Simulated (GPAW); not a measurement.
# ZrO (Cmmm) in GPAW: convergence with plane-wave cutoff (eV)

Aim: find how far plane-wave cutoff (eV) must go before the results for ZrO settle, at PBE. This setting moves, with any that are tied to it; all else stays.

All numbers are computed with GPAW 26.7.0; they aren't measurements. Logs are shortened: lines on timing, memory, paths and dates and some standing lists are left out, and cuts for length are marked. The log counts tension as positive stress, the text compression.

**1. The crystal as given**

The structure is orthorhombic, space group Cmmm (No. 65). The conventional cell has a = 3.653 Å, b = 5.838 Å, c = 2.620 Å, α = 90.00°, β = 90.00°, γ = 90.00°. Zr (site symmetry mmm) has 2 O at 1.83 Å as nearest neighbours. O (site symmetry mmm) is surrounded by 2 Zr at 1.83 Å.

The cell was built by a generator and needn't be a form met in nature.

**2. With plane-wave cutoff (eV) 300**

Input file run.py:

```python
from ase.dft.bandgap import bandgap
from ase.io import read, write
from ase.units import GPa
from gpaw import GPAW, PW

atoms = read('POSCAR')

calc = GPAW(mode=PW(300),
            xc='PBE',
            kpts={'size': (5, 5, 6), 'gamma': True},
            occupations={'name': 'fermi-dirac', 'width': 0.05},
            nbands=19,
            convergence={'density': 1e-05, 'energy': 1e-05},
            maxiter=100,
            txt='gpaw.txt')
atoms.calc = calc
energy = atoms.get_potential_energy()
forces = atoms.get_forces()
stress = atoms.get_stress()
calc.write('gs.gpw')
write('result.traj', atoms)
print(f'Energy: {energy:.6f} eV')
print('Forces (eV/A):')
print(forces.round(4))
print('Stress (GPa):', (stress / GPa).round(3))
print('Fermi level:', round(calc.get_fermi_level(), 4), 'eV')
print(f'Gap: {bandgap(calc)[0]:.4f} eV, direct: {bandgap(calc, direct=True)[0]:.4f} eV')
```

Input file POSCAR:

```
ZrO
1.0
    1.8266398600     -2.9188492700      0.0000000000
    1.8266398600      2.9188492700      0.0000000000
    0.0000000000      0.0000000000      2.6199383700
Zr O
1 1
Direct
    0.0000000000      0.0000000000      0.0000000000
    0.5000000000      0.5000000000      0.0000000000
```

Potentials or basis: GPAW PAW data sets (gpaw-data 1.2.1), pw.

Run with:

```sh
OMP_NUM_THREADS=1 python run.py
```

gpaw.txt:

```text
__  _  _
 | _ |_)|_||  |
 |__||  | ||/\| - 26.7.0

Input parameters:
  mode=PW(ecut=300.0),
  convergence={'density': 1e-05, 'energy': 1e-05},
  kpts=MonkhorstPack(size=(5, 5, 6), gamma=True),
  maxiter=100,
  nbands=19,
  occupations=Occupations(name='fermi-dirac', width=0.05),
  xc=XC(name='PBE')

Diagonalizing LCAO Hamiltonian
Converting LCAO to pw mode

       Zr  O

Atoms  # Å, Bohr magnetons
|   | symbol |        x |        y |        z |    initial magnetic moments |
|---|--------|----------|----------|----------|-----------------------------|
| 0 |     Zr | 0.000000 | 0.000000 | 0.000000 | ( 0.0000,  0.0000,  0.0000) |
| 1 |      O | 1.826640 | 0.000000 | 0.000000 | ( 0.0000,  0.0000,  0.0000) |

Unit cell  # Å
| periodic |        x |         y |        z |  lengths |     angles |
|----------|----------|-----------|----------|----------|------------|
|      yes | 1.826640 | -2.918849 | 0.000000 | 3.443297 |  90.000000 |
|      yes | 1.826640 |  2.918849 | 0.000000 | 3.443297 |  90.000000 |
|      yes | 0.000000 |  0.000000 | 2.619938 | 2.619938 | 115.922658 |

Number of symmetries: 8
Symmetry operations  # r_c * U_cc + t_c -> r_c
|   | kind |            matrix            |
|---|------|------------------------------|
| 0 |  E   |  1, 0, 0,  0, 1, 0,  0, 0, 1 |
| 1 |  σ   |  1, 0, 0,  0, 1, 0,  0, 0,-1 |
| 2 |  σ   |  0, 1, 0,  1, 0, 0,  0, 0, 1 |
| 3 |  C2  |  0, 1, 0,  1, 0, 0,  0, 0,-1 |
| 4 |  σ   |  0,-1, 0, -1, 0, 0,  0, 0, 1 |
| 5 |  C2  |  0,-1, 0, -1, 0, 0,  0, 0,-1 |
| 6 |  C2  | -1, 0, 0,  0,-1, 0,  0, 0, 1 |
| 7 |  i   | -1, 0, 0,  0,-1, 0,  0, 0,-1 |

BZ-sampling:
  Number of BZ points: 150
  Number of IBZ points: 36

  Monkhorst-Pack size: [5, 5, 6]
  Monkhorst-Pack shift: [0.0, 0.0, 0.08333333333333333]

K-points  # in reciprocal-cell coordinates
|     |                                coordinates |     weight |
|-----|--------------------------------------------|------------|
|   0 | (  0.00000000,   0.00000000,   0.00000000) | 0.00666667 |
|   1 | (  0.00000000,   0.00000000,   0.16666667) | 0.01333333 |
|   2 | (  0.00000000,   0.00000000,   0.33333333) | 0.01333333 |
|   3 | (  0.00000000,   0.00000000,   0.50000000) | 0.00666667 |
|   4 | (  0.20000000,  -0.20000000,   0.00000000) | 0.01333333 |
|   5 | (  0.20000000,  -0.20000000,   0.16666667) | 0.02666667 |
|   6 | (  0.20000000,  -0.20000000,   0.33333333) | 0.02666667 |
|   7 | (  0.20000000,  -0.20000000,   0.50000000) | 0.01333333 |
|   8 | (  0.20000000,   0.00000000,   0.00000000) | 0.02666667 |
|   9 | (  0.20000000,   0.00000000,   0.16666667) | 0.05333333 |
| ... |                                            |            |
|  35 | (  0.40000000,   0.40000000,   0.50000000) | 0.01333333 |

Plane wave coefficients: 341
Cutoff: 300.0 eV

Spin-components: 1 (collinear spins)
Bands:           19
Projectors:      11
Spin-degeneracy: 2
Datatype:        complex128

Parallelization:
  kpt:    1
  domain: 1
  band:   1

Density:
  Valence electrons: 18.0
  Components: 1
  Grid points: [14 14 12]
  Charge: 0.0  # |e|

Potential:
  Grid points: [14 14 12]

species:
  Zr:
    name:    Zirconium
    Z:       40.0
    valence: 12
    core:    28
    charge:  0.0  # [|e|]
    compensation charges:
      type: gauss
      rc: 0.40  # [Å]
      lmax: 2
    cutoffs:
      filter: 2.39  # [Å]
      core: 1.59  # [Å]
    projectors
    | kind |    occ | energy [eV] | rcut [Å] |
    |------|--------|-------------|----------|
    |   4s |  2.000 |     -54.478 |    1.323 |
    |   5s |  2.000 |      -4.438 |    1.323 |
    |   4p |  6.000 |     -32.467 |    1.334 |
    |   5p |  0.000 |      -1.470 |    1.334 |
    |   4d |  2.000 |      -3.600 |    1.244 |
    |    d |        |      23.611 |    1.244 |

    Using partial waves for Zr as LCAO basis

  O:
    name:    Oxygen
    Z:       8.0
    valence: 6
    core:    2
    charge:  0.0  # [|e|]
    compensation charges:
      type: gauss
      rc: 0.21  # [Å]
      lmax: 2
    cutoffs:
      filter: 1.17  # [Å]
      core: 0.83  # [Å]
    projectors
    | kind |    occ | energy [eV] | rcut [Å] |
    |------|--------|-------------|----------|
    |   2s |  2.000 |     -23.961 |    0.688 |
    |   2p |  4.000 |      -9.029 |    0.598 |
    |    s |        |       3.251 |    0.688 |
    |    p |        |      18.182 |    0.598 |
    |    d |        |       0.000 |    0.619 |

    Using partial waves for O as LCAO basis

Reference energy: -99934.423536  # eV

eigensolver:
  PPCG
  Converge bands: occupied
  niter=2

density mixing:
  MSR1-Mixer
  Pratt-step length: 0.05
  Maximum mixing coefficient: 0.75
  Old densities: 10
  SVD Regularization: 0.005
  Good broyden scale: 1.0
  Trust region scale: 1.0
  Backstep threshold: 4.0
  History deletion threshold: 6.0
  Fourier metric: weight=20.0, sigma=0.015

occupation numbers:
  Fermi-Dirac:
    width: 0.0500  # eV

poisson solver:
  ecut: 2400.0  # eV

xc functional:
  name: PBE with 2 nearest neighbor stencil

convergence criteria:
- Maximum integral of absolute [dens]ity change: 1e-05 electrons / valence electron
- Maximum [total energy] change in last 3 cyles: 1e-05 eV / valence electron
- Maximum integral of absolute [eigenst]ate change: 4e-08 eV^2 / valence electron
maximum number of iterations: 100

SCF iterations
|iter     | |      energy | eigst |  dens |
|---------|-|-------------|-------|-------|
|iter:   1| |   -7.535305 | -0.02 |       |
|iter:   2| |   -7.373370 | -2.17 | -1.00 |
|iter:   3| |   -6.729421 | -1.36 | -1.04 |
|iter:   4| |   -6.706802 | -2.47 | -1.67 |
|iter:   5| |   -6.704827 | -3.26 | -2.29 |
|iter:   6| |   -6.704398 | -4.31 | -2.47 |
|iter:   7| |   -6.704447 | -5.65 | -3.13 |
|iter:   8| |   -6.704447c| -7.19 | -3.82 |
|iter:   9| |   -6.704447c| -7.94c| -4.37 |
|iter:  10| |   -6.704447c| -8.85c| -5.22c|

Converged in 10 steps
Energy contributions relative to reference atoms: (reference = -99934.423536)

Energy contributions:
  Kinetic:          23.551340
  Coulomb:         -11.598313
  Zero:             -0.105177
  External:          0.000000
  Xc:              -18.542795
  Entropy:          -0.019006
  Spinorbit:         0.000000
  ----------------------------
  Free energy:      -6.713950
  Extrapolated:     -6.704447

dipole moment: (-13.269211, 0.000000, -17.057296)  # |e|*Ang

Fermi level: 10.037
Eigenvalues  # (at kpt = [0.000, 0.000, 0.000])
| band index |      eig [eV] | occ [0-2] |
|------------|---------------|-----------|
|          0 |       -38.740 |     2.000 |
|        ... |               |           |
|          3 |       -15.366 |     2.000 |
|          4 |       -11.643 |     2.000 |
|          5 |         5.269 |     2.000 |
|          6 |         6.426 |     2.000 |
|          7 |         7.532 |     2.000 |
|          8 |         8.206 |     2.000 |
[... 8 lines left out ...]
|         17 |        27.312 |     0.000 |
|         18 |        28.236 |     0.000 |

No gap
No difference between direct/indirect transitions

Forces  # eV/Ang
|        x |       y |       z |
|----------|---------|---------|
| -0.00000 | 0.00000 | 0.00000 |  # Zr   0
|  0.00000 | 0.00000 | 0.00000 |  # O    1

Stress tensor  # eV/Ang^3
|         x |         y |        z |
|-----------|-----------|----------|
| -0.228976 | -0.000000 | 0.000000 |
| -0.000000 |  0.646393 | 0.000000 |
|  0.000000 |  0.000000 | 0.334034 |

# Writing to gs.gpw (mode='')
```

Run time: 7.4 s. Hardware: 1 thread of Arm Neoverse V1, shared host; peak memory 0.13 GiB.

What came out:

| Item | Value |
| --- | --- |
| Free energy | -6.7139 eV |
| Pressure | -40.1 GPa |
| Band gap on the k mesh | none (metal or under the smearing width) |

**3. With plane-wave cutoff (eV) 350**

Edit run.py of step 2 so:

```diff
@@ -7,3 +7,3 @@
 
-calc = GPAW(mode=PW(300),
+calc = GPAW(mode=PW(350),
             xc='PBE',
```

POSCAR is that of step 2.

Potentials or basis: GPAW PAW data sets (gpaw-data 1.2.1), pw.

Run with:

```sh
OMP_NUM_THREADS=1 python run.py
```

Wall time 7.8 s (1 thread of Arm Neoverse V1, shared host); peak memory 0.13 GiB.

What came out:

| Quantity | Value |
| --- | --- |
| Free energy | -10.2069 eV |
| Pressure | -3.3 GPa |
| Band gap on the k mesh | none (metal or under the smearing width) |

**4. With plane-wave cutoff (eV) 400**

Edit run.py of step 3 so:

```diff
@@ -7,3 +7,3 @@
 
-calc = GPAW(mode=PW(350),
+calc = GPAW(mode=PW(400),
             xc='PBE',
```

POSCAR is that of step 3.

Run with:

```sh
OMP_NUM_THREADS=1 python run.py
```

It took 8.6 s on 1 thread of Arm Neoverse V1, shared host; peak memory 0.13 GiB.

Results:

```yaml
Free_energy: -12.0552 eV
Pressure: 22.5 GPa
Band_gap_on_the_k_mesh: none (metal or under the smearing width)
```

**5. With plane-wave cutoff (eV) 500**

Edit run.py of step 4 so:

```diff
@@ -7,3 +7,3 @@
 
-calc = GPAW(mode=PW(400),
+calc = GPAW(mode=PW(500),
             xc='PBE',
```

POSCAR is that of step 4.

Run with:

```sh
OMP_NUM_THREADS=1 python run.py
```

Run time: 12 s. Hardware: 1 thread of Arm Neoverse V1, shared host; peak memory 0.14 GiB.

What came out:

```
Free energy            : -13.5492 eV
Pressure               : 50.4 GPa
Band gap on the k mesh : none (metal or under the smearing width)
```

**6. With plane-wave cutoff (eV) 600**

Edit run.py of step 5 so:

```diff
@@ -7,3 +7,3 @@
 
-calc = GPAW(mode=PW(500),
+calc = GPAW(mode=PW(600),
             xc='PBE',
```

POSCAR is that of step 5.

Potentials or basis: GPAW PAW data sets (gpaw-data 1.2.1), pw.

Run with:

```sh
OMP_NUM_THREADS=1 python run.py
```

It took 12 s on 1 thread of Arm Neoverse V1, shared host; peak memory 0.14 GiB.

The run converged. Its results:

* Free energy: -13.8994 eV
* Pressure: 59.8 GPa
* Band gap on the k mesh: none (metal or under the smearing width)

**7. With plane-wave cutoff (eV) 700**

Edit run.py of step 6 so:

```diff
@@ -7,3 +7,3 @@
 
-calc = GPAW(mode=PW(600),
+calc = GPAW(mode=PW(700),
             xc='PBE',
```

POSCAR is that of step 6.

Run with:

```sh
OMP_NUM_THREADS=1 python run.py
```

Wall time 18 s (1 thread of Arm Neoverse V1, shared host); peak memory 0.16 GiB.

It converged, with:

* Free energy: -13.9704 eV
* Pressure: 62.5 GPa
* Band gap on the k mesh: none (metal or under the smearing width)

**8. With plane-wave cutoff (eV) 800**

Edit run.py of step 7 so:

```diff
@@ -7,3 +7,3 @@
 
-calc = GPAW(mode=PW(700),
+calc = GPAW(mode=PW(800),
             xc='PBE',
```

POSCAR is that of step 7.

Run with:

```sh
OMP_NUM_THREADS=1 python run.py
```

Run time: 22 s. Hardware: 1 thread of Arm Neoverse V1, shared host; peak memory 0.16 GiB.

The run converged. Its results:

```
Free energy            : -13.9820 eV
Pressure               : 63.1 GPa
Band gap on the k mesh : none (metal or under the smearing width)
```

**9. With plane-wave cutoff (eV) 1000**

Edit run.py of step 8 so:

```diff
@@ -7,3 +7,3 @@
 
-calc = GPAW(mode=PW(800),
+calc = GPAW(mode=PW(1000),
             xc='PBE',
```

POSCAR is that of step 8.

Potentials or basis: GPAW PAW data sets (gpaw-data 1.2.1), pw.

Run with:

```sh
OMP_NUM_THREADS=1 python run.py
```

It took 28 s on 1 thread of Arm Neoverse V1, shared host; peak memory 0.18 GiB.

The run converged. Its results:

```yaml
Free_energy: -13.9832 eV
Pressure: 63.2 GPa
Band_gap_on_the_k_mesh: none (metal or under the smearing width)
```

**10. With plane-wave cutoff (eV) 1200**

Edit run.py of step 9 so:

```diff
@@ -7,3 +7,3 @@
 
-calc = GPAW(mode=PW(1000),
+calc = GPAW(mode=PW(1200),
             xc='PBE',
```

POSCAR is that of step 9.

Run with:

```sh
OMP_NUM_THREADS=1 python run.py
```

It took 37 s on 1 thread of Arm Neoverse V1, shared host; peak memory 0.2 GiB.

It converged, with:

| Property | Result |
| --- | --- |
| Free energy | -13.9838 eV |
| Pressure | 63.2 GPa |
| Band gap on the k mesh | none (metal or under the smearing width) |

**11. The series at a glance**

| plane-wave cutoff (eV) | energy less the tightest run, at zero smearing (meV/atom) | pressure (GPa) | SCF cycles | CPU time (s) | peak memory (GiB) |
| --- | --- | --- | --- | --- | --- |
| 300 | 3635.12 | -40.13 | 10 | 7.2 | 0.13 |
| 350 | 1888.54 | -3.30 | 10 | 7.8 | 0.13 |
| 400 | 964.35 | 22.46 | 10 | 8.5 | 0.13 |
| 500 | 217.34 | 50.35 | 10 | 12 | 0.14 |
| 600 | 42.24 | 59.80 | 10 | 12 | 0.14 |
| 700 | 6.71 | 62.45 | 10 | 18 | 0.16 |
| 800 | 0.91 | 63.08 | 10 | 22 | 0.16 |
| 1000 | 0.32 | 63.17 | 10 | 28 | 0.18 |
| 1200 | 0.00 | 63.16 | 10 | 37 | 0.2 |

Against the tightest run, the energy stays within 1 meV/atom from 800 on; the pressure stays within 0.1 GPa from 800 on. The tightest run that finished is the yardstick and may itself not be fully converged.

Caveats: all runs use coarse meshes; a pressure of tens of GPa on the cell as given is suspect, and the run, the potentials or the cell itself is likely at fault.
